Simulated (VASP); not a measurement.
Crystal: SnO2 (Cassiterite).

```
CELL_PARAMETERS angstrom
4.73800 0.00000 0.00000
0.00000 4.73800 0.00000
0.00000 0.00000 3.18650
ATOMIC_POSITIONS crystal
Sn 0.50000 0.50000 0.50000
Sn 0.00000 0.00000 0.00000
O 0.80710 0.19290 0.50000
O 0.69290 0.69290 0.00000
O 0.19290 0.80710 0.50000
O 0.30710 0.30710 0.00000
```

Base run:

```yaml
Program: VASP 6.6.1
Functional: LDA
Potentials_or_basis: VASP PAW LDA potentials, release 64 (Sn_d, O)
Cutoff: 520 eV
k_mesh: 6 × 6 × 8
Occupations: fermi-dirac, width 0.05 eV
Spin: no spin polarisation
```

Its results: band gap on the k mesh 1.17 eV, direct.

Task: The run is repeated on the same cell with these changes: functional from LDA to PBE; potentials or basis from VASP PAW LDA potentials, release 64 (Sn_d, O) to VASP PAW PBE potentials, release 64 (Sn_d_GW, O_GW); cutoff from 520 eV to 600 eV. What comes out?

Result: Band gap on the k mesh 1.27 eV, direct.

Caveats: spin-orbit coupling is left out, which moves the levels of the heavy elements.

Not every run made on this cell is shown here.
